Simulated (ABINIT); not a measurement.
Input of an ABINIT 10.8.3 (patched build) run:

The input run.abi:

```
ndtset 2

pp_dirpath "./"
pseudos "Sb.GGA_PBE-JTH_sp.xml, Ga.GGA_PBE-JTH.xml"

acell 3*1.0
rprim
     0.0000000000     5.7806722152     5.7806722152
     5.7806722152     0.0000000000     5.7806722152
     5.7806722152     5.7806722152     0.0000000000
ntypat 2
znucl 51 31
natom 2
typat 1 2
xred
     0.7500000000     0.7500000000     0.7500000000
     0.0000000000     0.0000000000     0.0000000000

ecut 20.0
pawecutdg 40.0

ixc -150130

occopt 3
tsmear 0.00183747

nstep 100

iomode 3
prtwf 0
prteig 0
prtebands 0
enunit 2
prtden1 1

kptopt1 1
ngkpt1 8 8 8
nshiftk1 1
shiftk1 0.0 0.0 0.0
nband1 13
tolvrs1 1.0e-9

iscf2 -2
getden2 1
nband2 17
nbdbuf2 2
tolwfr2 1.0e-12
kptopt2 -9
ndivsm2 5
prteig2 1
kptbounds2
     0.0000000000     0.0000000000     0.0000000000
     0.5000000000     0.0000000000     0.5000000000
     0.5000000000     0.2500000000     0.7500000000
     0.3750000000     0.3750000000     0.7500000000
     0.0000000000     0.0000000000     0.0000000000
     0.5000000000     0.5000000000     0.5000000000
     0.6250000000     0.2500000000     0.6250000000
     0.5000000000     0.2500000000     0.7500000000
     0.5000000000     0.5000000000     0.5000000000
     0.3750000000     0.3750000000     0.7500000000
```

Potentials or basis: JTH PAW PBE v2.0 sp.

Launch:

```console
$ abinit run.abi > log 2>&1
```

(1) Predict the band gap on the k mesh.

(2) Estimate the band gap along the path.

(3) What does it give for the pressure?

Results:

(1) 0.10 eV, direct.

(2) 0.10 eV, direct.

(3) -0.6 GPa.

Caveat: the PAW data sets were made with another functional, which shifts forces and pressure a little; spin-orbit coupling is left out, which moves the levels of the heavy elements; this set keeps more shells in the core, which shifts pressures and gaps.

**What was measured.**

From a printed reference work, data compilation, for a bulk crystal of GaSb at 4.2 K: band gap 0.811 eV (direct).

Measured gap of GaSb: 0.811 eV (direct; 4.2 K; a printed reference work, data compilation). This calculation gives 0.10 eV (-0.71 eV). Spin-orbit coupling on Ga, Sb is left out. The value is that of SOGGA, without temperature or zero-point motion.
